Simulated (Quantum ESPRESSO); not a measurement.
## WC (Qusongite) under changes of volume

One of the cells (10.376 Å³/atom); the others are scaled copies at fixed shape and fractional positions:

```
W C
1.0
     2.90650    0.00000    0.00000
    -1.45325    2.51710    0.00000
     0.00000    0.00000    2.83660
W C
1 1
Direct
  0.00000 0.00000 0.00000
  0.66667 0.33333 0.50000
```

```yaml
Program: Quantum ESPRESSO 7.5
Functional: AM05
Potentials_or_basis: PseudoDojo 0.4 FR PBE standard
Cutoff: 1116 eV
Density_cutoff: 4463 eV
k_mesh: 10 × 10 × 9
Occupations: fermi-dirac, width 0.05 eV
Spin: spin-orbit coupling, no magnetisation
```

```tsv
volume (Å³/atom)	energy over the lowest point (meV/atom)	pressure (GPa)
9.754	35.00	23.5
9.961	11.17	13.2
10.169	0.00	4.0
10.376	0.20	-4.4
10.584	?	?
10.791	30.25	-18.5
10.999	58.12	-24.6
```

Problem. What does the run at 10.584 Å³/atom give?

Solution. Energy over the lowest point 10.64 meV/atom; pressure -11.8 GPa.

Worked out: A Birch-Murnaghan fit of order 3 (a polynomial in V^(-2/3)) to the other rows has its minimum at 10.27 Å³/atom with B0 = V·E''(V) = 413 GPa and B' = 4.4 at fixed shape and positions, which overstates the stiffness. It gives 10.69 meV/atom at 10.584 Å³/atom, against the run's 10.64, and -dE/dV = -11.7 GPa, against -11.8.

Energies are extrapolated to zero smearing.

Caveats: the potentials were made for another functional, which shifts forces and pressure.
